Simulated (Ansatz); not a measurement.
# TaC (rocksalt type): the cost of one run

Computed with Ansatz 0.2.0 (DFT, PBE, all-electron LAPW, scalar-relativistic, unless a step's input says otherwise).

## 1. The system as given

It takes space group Fm-3m (No. 225, cubic). Conventional cell: a = 4.256 Å, b = 4.256 Å, c = 4.256 Å, α = 90.00°, β = 90.00°, γ = 90.00°. Ta (site symmetry m-3m) is surrounded by 6 C at 2.13 Å. C (site symmetry m-3m) has 6 Ta at 2.13 Å as nearest neighbours.

Coordinates:

```
CELL_PARAMETERS angstrom
0.00000 2.12800 2.12800
2.12800 0.00000 2.12800
2.12800 2.12800 0.00000
ATOMIC_POSITIONS crystal
Ta 0.00000 0.00000 0.00000
C 0.50000 0.50000 0.50000
```

Atoms are numbered in the order of the input: Ta1, C2.

## 2. Rocksalt relaxed under pressure, LAPW

Contents of input.yaml:

```yaml
crystal:
  lattice:
    - [0.0, 2.1279987582, 2.1279987582]
    - [2.1279987582, 0.0, 2.1279987582]
    - [2.1279987582, 2.1279987582, 0.0]
  atoms:
    - { symbol: Ta, position: [0.0, 0.0, 0.0] }
    - { symbol: C, position: [0.5, 0.5, 0.5] }
kpoints:
  mp_grid: { grid: [16, 16, 16] }
scf:
  occupations: { method: fermi_dirac, width: 0.08 }
hamiltonian:
  xc: pbe
  pseudopotentials: { kind: all_electron, lapw: { basis_error: 0.0005 } }
output:
  forces: true
  stress: true
  eigenvalues: true
relax:
  f_tol: 0.005
  max_steps: 12
  cell: { p_target: 67.0, stress_tol: 0.034 }
```

Command:

```bash
$ ansatz run input.yaml --threads 1 --pin off --max-ram 3584MiB --backend cpu --events-out ev --progress --plain --runs-dir out
```

Q: Estimate wall time and peak memory on 1 thread of Intel Xeon Platinum 8259CL at 2.50GHz (Skylake/Cascade Lake), shared host.

About 1.8 min, with a peak of 0.69 GiB.
